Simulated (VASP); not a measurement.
# BN in VASP 6.6.1, single-point calculation

INCAR

```
ISIF = 2
LREAL = .TRUE.
SIGMA = 0.02
NELM = 61
PREC = Accurate
ENCUT = 520
LASPH = .TRUE.
IBRION = -1
ISYM = 0
NBANDS = 11
ISMEAR = -1
LWAVE = .FALSE.
NSW = 0
LCHARG = .FALSE.
GGA = PE
EDIFF = 1E-7
```

KPOINTS

```
KPOINTS created by Atomic Simulation Environment
0
Gamma
4 4 4
0 0 0
```

POSCAR

```
B  N
 1.0000000000000000
    -0.0218228242000000    1.7458259350000001    1.7458259350000001
     1.7458259350000001   -0.0218228242000000    1.7458259350000001
     1.7240031108000000    1.7240031108000000    0.0000000000000000
 B   N
   1   1
Cartesian
  0.0000000000000000  0.0000000000000000  0.0000000000000000
  1.7240031107999996  1.7240031107999996  1.7458259350000001
```

The recommended PBE PAW datasets give the neutral cell 8 valence electrons.

Command

```
mpirun -np 1 vasp_std
```

How does this run end, and what does it give?

It converged. Results: gap between bands v and c on the k mesh 1.56 eV; least direct gap on the k mesh 5.54 eV; pressure 11.0 GPa. Band v is the last that the valence electrons fill when counted band by band, and c is the next.

OSZICAR

```
N       E                     dE             d eps       ncg     rms          rms(c)
DAV:   1     0.102586463496E+02    0.10259E+02   -0.50109E+03   848   0.735E+02
DAV:   2    -0.141636138148E+02   -0.24422E+02   -0.23479E+02   964   0.158E+02
DAV:   3    -0.145746629842E+02   -0.41105E+00   -0.41043E+00   933   0.168E+01
DAV:   4    -0.145749494397E+02   -0.28646E-03   -0.28645E-03   894   0.528E-01
DAV:   5    -0.145749495833E+02   -0.14361E-06   -0.14362E-06   921   0.117E-02    0.663E+00
DAV:   6    -0.136628892801E+02    0.91206E+00   -0.43809E+00   879   0.110E+01    0.268E+00
DAV:   7    -0.136695618800E+02   -0.66726E-02   -0.92215E-02   891   0.251E+00    0.180E+00
DAV:   8    -0.136745906649E+02   -0.50288E-02   -0.85436E-03   834   0.681E-01    0.366E-01
DAV:   9    -0.136743031531E+02    0.28751E-03   -0.13221E-03   879   0.193E-01    0.971E-02
DAV:  10    -0.136743120304E+02   -0.88774E-05   -0.43538E-05   882   0.499E-02    0.456E-03
DAV:  11    -0.136743129346E+02   -0.90413E-06   -0.55160E-07   924   0.666E-03    0.366E-03
DAV:  12    -0.136743129925E+02   -0.57969E-07   -0.33893E-08   618   0.176E-03
   1 F= -.13674313E+02 E0= -.13674313E+02  d E =-.667687E-12
```

Standard output (part)

```
POSCAR found type information on POSCAR B N
 POSCAR found :  2 types and       2 ions
|     You have a (more or less) 'small supercell' and for smaller cells       |
|     it is recommended to use the reciprocal-space projection scheme!        |
|     The real-space optimization is not efficient for small cells and it     |
|     is also less accurate ...                                               |
|     Therefore, set LREAL=.FALSE. in the INCAR file.                         |
|     The real-space projection scheme for the treatment of the non-local     |
|     real-space optimization of all non-local projectors! BE WARNED that     |
|     a calculation using the real-space projection scheme together with      |
|     non-local projectors which were not real-space optimized (according     |
|     to the plane-wave cutoff used in this calculation) might give more      |
|     or less inaccurate results. I hope you know what you are doing.         |
 LDA part: xc-table for (Slater+PW92), standard interpolation
 POSCAR, INCAR and KPOINTS ok, starting setup
 WAVECAR not read
 entering main loop
```

These settings aren't sound, so the numbers aren't properties of the crystal.

On sound settings PBE gives a gap of 0.94 eV on its mesh and a pressure of 4.1 GPa for the intended cell.
